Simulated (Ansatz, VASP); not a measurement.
# ZnS (Wurtzite-4H) in two plane-wave programs

Wanted: the spread between two codes on one cell, functional and k mesh. The cell is taken from a series of runs on this material, whose earlier steps may have relaxed, scaled, displaced or heated it; both programs get it as it stands.

Main program and level: Ansatz 0.2.0; plane waves, with VASP 6.6.1 beside it; single point at PBEsol.

## Step 1: The structure

It takes space group P6_3mc (No. 186, hexagonal). The conventional cell has a = 3.823 Å, b = 3.823 Å, c = 12.520 Å, α = 90.00°, β = 90.00°, γ = 120.00°. Nearest to Zn lie 4 S at 2.34 to 2.35 Å. Zn has 4 S at 2.34 to 2.35 Å nearest. Nearest to S lie 4 Zn at 2.34 to 2.35 Å. S has 4 Zn at 2.34 to 2.35 Å nearest. Farther neighbours and most contacts between anions are not listed.

## Step 2: VASP: single point, PBEsol

A single point gives forces, pressure and levels at one fixed geometry, so differences don't come from the geometry; what else differs is listed under the comparison.

Lines of VASP's logs that name or quote its potential files are left out, and so is its time.

INCAR

```
SYSTEM = ZnS
PREC = Accurate
ENCUT = 500
EDIFF = 1E-06
NELM = 120
ISMEAR = -1
SIGMA = 0.02
LREAL = .FALSE.
ALGO = Normal
GGA = PS
NBANDS = 44
LORBIT = 11
LWAVE = .FALSE.
LCHARG = .FALSE.
ISIF = 2
LASPH = .TRUE.
GGA_COMPAT = .FALSE.
EFERMI = MIDGAP
KPAR = 2
```

POSCAR

```
ZnS
1.0
    3.8227000000      0.0000000000      0.0000000000
   -1.9113500000      3.3105553110      0.0000000000
    0.0000000000      0.0000000000     12.5200000000
Zn S
4 4
Direct
    0.6666666666      0.3333333332      0.7500000000
    0.3333333332      0.6666666666      0.2500000000
    0.9999999999      0.9999999999      0.5000000000
    0.9999999999      0.9999999999      0.0000000000
    0.6666666666      0.3333333332      0.9375000000
    0.3333333332      0.6666666666      0.4375000000
    0.9999999999      0.9999999999      0.6875000000
    0.9999999999      0.9999999999      0.1875000000
```

KPOINTS

```
Automatic mesh
0
Gamma
6 6 2
0 0 0
```

Potentials, in the order of the species: Zn and S (PBE family, release 64).

Launch:

```sh
> mpirun -np 2 vasp_std
```

Numbers of over 12 decimals in the logs are rounded to 6 here.

The program printed:

```text
[banner, memory and clock lines left out]
running    2 mpi-ranks, on    1 nodes
 distrk:  each k-point on    1 cores,    2 groups
 distr:  one band on    1 cores,    1 groups

 POSCAR found type information on POSCAR ZnS
 POSCAR found :  2 types and       8 ions
|                                                                             |
|               ----> ADVICE to this user running VASP <----                  |
|                                                                             |
|     You enforced a specific xc type in the INCAR file but a different       |
|     [... a line on the potential file left out ...]
|     I HOPE YOU KNOW WHAT YOU ARE DOING!                                     |
|                                                                             |

 LDA part: xc-table for (Slater+PW92), standard interpolation
 POSCAR, INCAR and KPOINTS ok, starting setup
 FFT: planning ... GRIDC
 FFT: planning ... GRID_SOFT
 FFT: planning ... GRID
 WAVECAR not read
 entering main loop
       N       E                     dE             d eps       ncg     rms          rms(c)
DAV:   1     0.582785736662E+03    0.58279E+03   -0.32910E+04  1232   0.192E+03
DAV:   2     0.494931009335E+02   -0.53329E+03   -0.51728E+03  1240   0.438E+02
DAV:   3    -0.282593492131E+02   -0.77752E+02   -0.76796E+02  1400   0.155E+02
DAV:   4    -0.318715970232E+02   -0.36122E+01   -0.35998E+01  1476   0.334E+01
DAV:   5    -0.319291293852E+02   -0.57532E-01   -0.57487E-01  1460   0.442E+00    0.133E+01
DAV:   6    -0.302711533610E+02    0.16580E+01   -0.41168E+00  1804   0.467E+01    0.102E+01
DAV:   7    -0.303771952787E+02   -0.10604E+00   -0.44349E+00  1336   0.858E+00    0.388E+00
DAV:   8    -0.303142554834E+02    0.62940E-01   -0.25450E-01  1540   0.495E+00    0.102E+00
DAV:   9    -0.303106290340E+02    0.36264E-02   -0.75484E-02  1568   0.301E+00    0.317E-01
DAV:  10    -0.303106569921E+02   -0.27958E-04   -0.36676E-03  1448   0.677E-01    0.213E-01
DAV:  11    -0.303109553519E+02   -0.29836E-03   -0.11883E-03  1776   0.286E-01    0.621E-02
DAV:  12    -0.303109443853E+02    0.10967E-04   -0.32527E-04  1544   0.272E-01    0.253E-02
DAV:  13    -0.303109512054E+02   -0.68201E-05   -0.51620E-05  1624   0.610E-02    0.155E-02
DAV:  14    -0.303109531218E+02   -0.19164E-05   -0.10617E-05  1396   0.544E-02    0.622E-03
DAV:  15    -0.303109533223E+02   -0.20053E-06   -0.33980E-06  1080   0.173E-02
   1 F= -.30310953E+02 E0= -.30310953E+02  d E =-.602472E-23
```

OUTCAR, selected parts (step 2):

```text
ion  position               nearest neighbor table
   1  0.667  0.333  0.750-   7 2.34   7 2.34   7 2.34   5 2.35
   2  0.333  0.667  0.250-   8 2.34   8 2.34   8 2.34   6 2.35
   3  1.000  1.000  0.500-   6 2.34   6 2.34   6 2.34   7 2.35
   4  1.000  1.000  0.000-   5 2.34   5 2.34   5 2.34   8 2.35
   5  0.667  0.333  0.938-   4 2.34   4 2.34   4 2.34   1 2.35
   6  0.333  0.667  0.438-   3 2.34   3 2.34   3 2.34   2 2.35
   7  1.000  1.000  0.688-   1 2.34   1 2.34   1 2.34   3 2.35
   8  1.000  1.000  0.188-   2 2.34   2 2.34   2 2.34   4 2.35

  LATTYP: Found a hexagonal cell.
 ALAT       =     3.8227000000
 C/A-ratio  =     3.2751719988

 Subroutine GETGRP returns: Found 12 space group operations
 (whereof  6 operations were pure point group operations)

The static configuration has the point symmetry C_3v.
 The point group associated with its full space group is C_6v.

 Found     14 irreducible k-points:

   k-points           NKPTS =     14   k-points in BZ     NKDIM =     14   number of bands    NBANDS=     44

   dimension x,y,z NGX =    28 NGY =   28 NGZ =   96
   dimension x,y,z NGXF=    56 NGYF=   56 NGZF=  192

   ENCUT  =  500.0 eV  36.75 Ry    6.06 a.u.   6.97  6.97 22.83*2*pi/ulx,y,z

   NELECT =      72.0000    total number of electrons

 k-points in reciprocal lattice and weights: Automatic mesh
   0.00000000  0.00000000  0.00000000       0.014
   0.16666667  0.00000000  0.00000000       0.083
   0.33333333  0.00000000  0.00000000       0.083
   0.50000000  0.00000000  0.00000000       0.042
   0.16666667  0.16666667  0.00000000       0.083
   0.33333333  0.16666667  0.00000000       0.167
   0.33333333  0.33333333  0.00000000       0.028
   0.00000000  0.00000000  0.50000000       0.014
   0.16666667  0.00000000  0.50000000       0.083
[...]
0.33333333  0.16666667  0.50000000       0.167
   0.33333333  0.33333333  0.50000000       0.028

 average (electrostatic) potential at core
       1 -36.1134       2 -36.1134       3 -36.1047       4 -36.1047       5 -88.7082
       6 -88.7082       7 -88.7215       8 -88.7215

 E-fermi :   2.9846

 k-point     1 :       0.0000    0.0000    0.0000
  band No.  band energies     occupation
    ...
     32       1.5280      2.00000
     33       1.5280      2.00000
     34       1.9462      2.00000
     35       1.9870      2.00000
     36       1.9870      2.00000
     37       3.9822      0.00000
     38       5.0624      0.00000
     39       5.2586      0.00000
     40       5.4978      0.00000
     41       8.2473      0.00000
    ...

 k-point     2 :       0.1667    0.0000    0.0000
  band No.  band energies     occupation
    ...
     32       0.7794      2.00000
     33       1.1903      2.00000
     34       1.2004      2.00000
     35       1.7093      2.00000
     36       1.7630      2.00000
     37       5.1386      0.00000
     38       6.0328      0.00000
     39       6.1485      0.00000
     40       6.4673      0.00000
     41       7.4769      0.00000
    ...

 k-point     3 :       0.3333    0.0000    0.0000
  band No.  band energies     occupation
    ...
     32       0.2977      2.00000
     33       0.6267      2.00000
     34       0.6348      2.00000
     35       1.1154      2.00000
     36       1.3179      2.00000
     37       5.4491      0.00000
     38       5.6750      0.00000
     39       5.9313      0.00000
     40       6.5158      0.00000
     41       6.8309      0.00000
    ...

  Total       -1.9663614     -1.9663614     -2.1423626      0.0000000     -0.0000000      0.0000000
  in kB      -19.8837611    -19.8837611    -21.6634775      0.0000000     -0.0000000      0.0000000
  external PRESSURE =     -20.4769999 kB  Pullay stress =       0.0000000 kB

  energy-cutoff  :      500.00
  volume of cell :      158.44
      direct lattice vectors                 reciprocal lattice vectors
     3.822700000  0.000000000  0.000000000     0.261595208  0.151032064  0.000000000
    -1.911350000  3.310555311  0.000000000     0.000000000  0.302064127  0.000000000
     0.000000000  0.000000000 12.520000000     0.000000000  0.000000000  0.079872204

 POSITION                                       TOTAL-FORCE (eV/Angst)
 -----------------------------------------------------------------------------------
      1.91135      1.10352      9.39000         0.000000      0.000000      0.006605
     -0.00000      2.20704      3.13000        -0.000000      0.000000      0.006605
      1.91135      3.31056      6.26000         0.000000     -0.000000      0.020925
      1.91135      3.31056      0.00000         0.000000      0.000000      0.020925
      1.91135      1.10352     11.73750         0.000000      0.000000      0.013621
     -0.00000      2.20704      5.47750         0.000000      0.000000      0.013621
      1.91135      3.31056      8.60750         0.000000      0.000000     -0.041150
      1.91135      3.31056      2.34750         0.000000     -0.000000     -0.041150
 -----------------------------------------------------------------------------------
    total drift:                               -0.000001     -0.000001     -0.001035

  FREE ENERGIE OF THE ION-ELECTRON SYSTEM (eV)
  ---------------------------------------------------
  free  energy   TOTEN  =       -30.3109533223 eV

  energy  without entropy=      -30.3109533223  energy(sigma->0) =      -30.31095332

 total charge
# of ion       s       p       d       tot
------------------------------------------
    1        0.524   0.478   9.798  10.800
    2        0.524   0.478   9.798  10.800
    3        0.523   0.478   9.798  10.799
    4        0.523   0.478   9.798  10.799
    5        1.309   2.409   0.000   3.718
    6        1.309   2.409   0.000   3.718
    7        1.309   2.409   0.000   3.717
    8        1.309   2.409   0.000   3.717
--------------------------------------------------
tot          7.328  11.548  39.192  58.069

[... 3 further parts left out ...]
```

The run ends at a pressure of -2.05 GPa, with forces up to 0.041 eV/Å.

## Step 3: Ansatz: single point, PBEsol

Ansatz runs on its default PAW (the set named soft_2) files.

The same cell, functional, mesh and smearing now go to Ansatz, which takes its cutoff from its data sets.

input.yaml

```yaml
crystal:
  lattice:
    - [3.8227, 0.0, 0.0]
    - [-1.91135, 3.310555311, 0.0]
    - [0.0, 0.0, 12.52]
  atoms:
    - { symbol: Zn, position: [0.6666666667, 0.3333333333, 0.75] }
    - { symbol: Zn, position: [0.3333333333, 0.6666666667, 0.25] }
    - { symbol: Zn, position: [0.0, 0.0, 0.5] }
    - { symbol: Zn, position: [0.0, 0.0, 0.0] }
    - { symbol: S, position: [0.6666666667, 0.3333333333, 0.9375] }
    - { symbol: S, position: [0.3333333333, 0.6666666667, 0.4375] }
    - { symbol: S, position: [0.0, 0.0, 0.6875] }
    - { symbol: S, position: [0.0, 0.0, 0.1875] }
kpoints:
  mp_grid: { grid: [6, 6, 2] }
  band_path:
    path:
      - [[0.0, 0.0, 0.0], [0.5, 0.0, 0.0], [0.333333, 0.333333, 0.0], [0.0, 0.0, 0.0], [0.0, 0.0, 0.5], [0.5, 0.0, 0.5], [0.333333, 0.333333, 0.5], [0.0, 0.0, 0.5]]
      - [[0.5, 0.0, 0.5], [0.5, 0.0, 0.0]]
      - [[0.333333, 0.333333, 0.5], [0.333333, 0.333333, 0.0]]
    npoints: 10
scf:
  occupations: { method: fermi_dirac, width: 0.02 }
  n_extra_bands: 20
hamiltonian:
  xc: pbesol
  pseudopotentials: { kind: paw }
output:
  forces: true
  stress: true
  dos:
    projected: true
    de: 0.05
    e_range: [-36, 12]
    nscf_kmesh: { grid: [12, 12, 4] }
  fatbands: true
  write_density: true
  write_potential: true
  elf: true
  volumetric_format: npy
```

Launch:

```sh
> ansatz run input.yaml --threads 4 --pin off --max-ram 12288MiB --backend cpu --events-out ev --progress --plain --runs-dir out
```

The program printed:

```text
scf.n_extra_bands = 20 over 36 filled bands (N_el = 72.0): the run solves 56 bands
Engine: ansatz 0.2.0, x86_64-unknown-linux-gnu
Pseudopotentials: kind: paw
Pseudopotential: Zn, paw, valence charge 12, recommended cutoff 420 eV (normal), Zn.paw.azcp
Pseudopotential: S, paw, valence charge 6, recommended cutoff 420 eV (normal), S.paw.azcp
Functional definition: PBEsol
  exchange = pbesol_x
  correlation = pbesol_c
Crystal: 8 atoms, lattice volume = 158.444 Å³
Basis set: ecut = 420 eV, 3077 PW (Γ), exchange–correlation on 54×54×180 points (8 copies of the dense FFT grid, shifted against one another)
Bands: 56, of which v1, the nominal top of the filled ones, is band 36 counted from 1 (35 counted from 0)
Symmetry: 12 space group operations
Space group: P63mc (ITA 186), of the structure as read, at distance tolerance 5.4e-5 Å
k-points: 14 of 72
Non-local potential: Zn, projectors of the file, l = 0: 2, l = 1: 2, l = 2: 3, l = 3: 1
Non-local potential: S, projectors of the file, l = 0: 2, l = 1: 2, l = 2: 2
PAW form: soft (Blöchl's): semilocal exchange-correlation on the pseudo side does not see the compensation charge
PAW frozen core: Zn, regenerated for the run's functional, and the local potential with it (the file was generated under x = pbe(κ = 0.804, μ = 0.219515), c = pbe(β = 0.066725))
PAW frozen core: S, regenerated for the run's functional, and the local potential with it (the file was generated under x = pbe(κ = 0.804, μ = 0.219515), c = pbe(β = 0.066725))
PAW one-centre angular grid: Zn, 590 points (default); XC on 64 Gauss nodes
PAW one-centre angular grid: S, 110 points (default); XC on 64 Gauss nodes
Initial density: superposition of atomic densities (neutral atoms: chi_scale 0, normalization atom), corrected by the library's trained network
Initial wavefunctions: pseudopotential atomic-orbital guess
Functional: x = pbesol(κ = 0.804, μ = 0.123457), c = pbesol(β = 0.046)
SCF iter   1: F=—  HF=-16669.729336 eV  |F-HF|=—  |Δ(HF+E_count)|=         —  Δρ=5.31e-3  dr2=5.32e-2  ethr=1.77e-3  ⟨swp⟩=7.4  Hψ=3836  notcnv=0  defer=55
preconditioner: auto → Resta (q_TF=auto, 2.392 Å⁻¹)  ε∞=4.8  [insulator: Δε(μ)=1.937 eV  Ē_g=12.916 eV  σ=0.020 eV  W_gap=1.00  n_scr=38 (ndim 8)  ℏωp=25.0 eV  f_vac=0.034  D(μ)=0.00/eV (n_scr^D=0)  ε∞_Penn≈4.8]
SCF iter   2: F=—  HF=-16669.714236 eV  |F-HF|=—  |Δ(HF+E_count)|=   1.51e-2  Δρ=1.93e-3  dr2=1.03e-2  ethr=7.39e-5  ⟨swp⟩=3.0  Hψ=1479  notcnv=0  defer=197
SCF iter   3: F=—  HF=-16669.712399 eV  |F-HF|=—  |Δ(HF+E_count)|=   1.84e-3  Δρ=1.46e-3  dr2=2.24e-3  ethr=1.42e-5  ⟨swp⟩=2.0  Hψ=1147  notcnv=0  defer=197
SCF iter   4: F=—  HF=-16669.711508 eV  |F-HF|=—  |Δ(HF+E_count)|=   8.92e-4  Δρ=3.80e-4  dr2=2.23e-4  ethr=3.11e-6  ⟨swp⟩=2.0  Hψ=1049  notcnv=0  defer=197
SCF iter   5: F=—  HF=-16669.711613 eV  |F-HF|=—  |Δ(HF+E_count)|=   1.06e-4  Δρ=9.32e-5  dr2=2.21e-5  ethr=3.10e-7  ⟨swp⟩=2.7  Hψ=1062  notcnv=0  defer=197
SCF iter   6: F=—  HF=-16669.711569 eV  |F-HF|=—  |Δ(HF+E_count)|=   4.39e-5  Δρ=3.91e-5  dr2=1.92e-6  ethr=3.08e-8  ⟨swp⟩=2.0  Hψ=1091  notcnv=0  defer=197
SCF iter   7: F=-16669.711572 eV  HF=-16669.711571 eV  |F-HF|=7.84e-8  |Δ(HF+E_count)|=   2.10e-6  Δρ=6.15e-6  dr2=8.06e-8  ethr=1.39e-10  ⟨swp⟩=13.0  Hψ=6005  notcnv=0
SCF 1 converged in 7 iterations: F = -16669.711572 eV  dr2 = 8.06e-8
  greatest PAW one-centre occupation: 0.983 electrons in one spin orbital (limit 2), on the Zn atom at site 3 (counted from 0), in its partial waves of l = 2
NSCF: frozen V_eff on 93 k-points
NSCF: frozen V_eff on 57 k-points
SCF converged after 7 iterations
Free energy (F): -16669.711572 eV
Harris-Foulkes:  -16669.711571 eV  (|F-HF|=7.84e-8)
Internal energy: -16669.711572 eV  (E = F + TS)
E sigma→0 (E₀):  -16669.711572 eV
Fermi energy:    6.648295 eV
--- Per-component energies (eV) ---
  E_band       = 8.117253
  E_kinetic    = 951.407151
  E_local      = -8183.524995  (includes V_loc(G=0)·N_el)
  E_nonlocal   = 2576.566119
  E_hartree    = 3414.510322
  E_xc         = -926.609476
  E_vxc        = -558.854882  (∫ρ·V_xc dr)
  E_paw        = -9501.617210  (= ΣΔE_a)
  E_vpaw       = -1606.507369  (= ΣTr[D̂ρ^β])
  E_aug_tail   = -0.001442  (compensation charges beyond the density's cutoff)
  E_ewald      = -5003.879258
  E_core_change = 3.437217  (= ΣΔE_core)
  E_smearing   = -0.000000  (= −TS)
  E_closure    = -0.000000  (closes the sum)
  Σ components = -16669.711572   (vs F -16669.711572, Δ=0.00e0)
--- Forces (eV/Å), atoms counted from 1 ---
  atom   1  Zn     0.00000000    -0.00000000     0.00643247
  atom   2  Zn     0.00000000     0.00000000     0.00643247
  atom   3  Zn     0.00000000    -0.00000000     0.02044441
  atom   4  Zn     0.00000000     0.00000000     0.02044441
  atom   5  S     -0.00000000    -0.00000000     0.01376576
  atom   6  S      0.00000000     0.00000000     0.01376576
  atom   7  S      0.00000000     0.00000000    -0.04063538
  atom   8  S      0.00000000    -0.00000000    -0.04063538
  max |Σ_I F_I| component: 1.45e-5 eV/Å
--- Stress (GPa, compression-positive) ---
       -2.151372      -0.000000       0.000000
       -0.000000      -2.151372       0.000000
        0.000000       0.000000      -2.336656
  P = ⅓ Tr σ = -2.2131 GPa (-22.131 kbar)
--- Band table (eV; the first three rows and the last of 14) ---
  k-point 0: bands = [... 32 lower, 5.1869, 5.6049, 5.6456, 5.6456, 7.6359, 8.7139, 8.9104, 9.1492, ... 16 higher]
  k-point 1: bands = [... 32 lower, 5.5009, 5.5009, 5.5009, 5.5009, 8.5115, 8.5115, 8.8368, 8.8368, ... 16 higher]
  k-point 2: bands = [... 32 lower, 4.8499, 4.8600, 5.3682, 5.4218, 8.7911, 9.6811, 9.7985, 10.1173, ... 16 higher]
  k-point 13: bands = [... 32 lower, 3.8255, 3.8255, 4.0233, 4.0233, 9.8875, 9.8875, 10.7489, 10.7489, ... 16 higher]
```

In the SCF lines HF is the Harris–Foulkes energy and dr2 the Hartree energy of the density residual, in eV; the loop may stop once dr2 is under the threshold and the program's other checks hold. Hψ counts applications of the Hamiltonian.

## Step 4: Side by side

Known differences besides the potentials themselves: the cutoff is 420 eV in Ansatz and 500 eV in VASP; Ansatz makes its cores anew for this functional, VASP keeps those of its PBE data sets. Total energies have different zeros and are not compared.

Both answers:

| quantity | Ansatz | VASP | difference |
| --- | --- | --- | --- |
| pressure (GPa) | -2.21 | -2.05 | -0.17 |
| gap on the k mesh (eV) | 1.990 | 1.995 | -0.005 |

A gap on the mesh is an upper bound, since the band edges may lie between its points.

## Step 5: What came out

* difference in gap on the k mesh (single point, PBEsol): -0.0049 eV

In words: The difference in gap on the k mesh is -0.0049 eV (single point, PBEsol), within the 0.08 eV picked in this series as the mark of a large difference. Such differences can come from data sets, numerical settings and the points named under the comparisons, not from the functional's error against experiment.

[Lines on the potential files, build, host, timing and source positions are cut from VASP's logs without a mark.]

[Logs are printed without paths, hosts, clocks, repeated set-up lines and the standing remarks that a program may print on its own settings, such as how far it seeks lower states.]

[Hosts, paths, dates, database ids (printed as entryN), source tags and the programs' standing remarks are cut or masked in the printed files.]
